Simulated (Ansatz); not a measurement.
**Volumes and bulk moduli along the 5d metals**

These are results of DFT, revPBE, plane waves (420 eV) with PAW, scalar-relativistic in Ansatz 0.2.0, not measurements. The PAW files were generated under PBE, with cores re-solved for the functional.

Each structure is relaxed within its symmetry, in the lowest magnetic state of the tried starts. B₀ comes from uniform scaling at fixed shape; a dash is a value not given. Some of these cells lie far above the measured volume under this functional.

| element | structure | V (Å³/atom) | B₀ (GPa) | magnetic state |
| --- | --- | --- | --- | --- |
| Lu | hcp | 30.18 | 44 | spin not included |
| Hf | hcp | 23.00 | 103 | spin not included |
| Ta | bcc | 18.55 | 189 | spin not included |
| W | bcc | 16.29 | 296 | spin not included |
| Re | hcp | 15.07 | 355 | spin not included |
| Os | hcp | 14.39 | 387 | spin not included |
| Ir | fcc | 14.63 | 336 | non-magnetic |
| Pt | fcc | 15.85 | 234 | spin not included |
| Au | fcc | 18.33 | 125 | spin not included |
| Hg | alpha-Hg (rhombohedral) | 117.02 | - | spin not included |
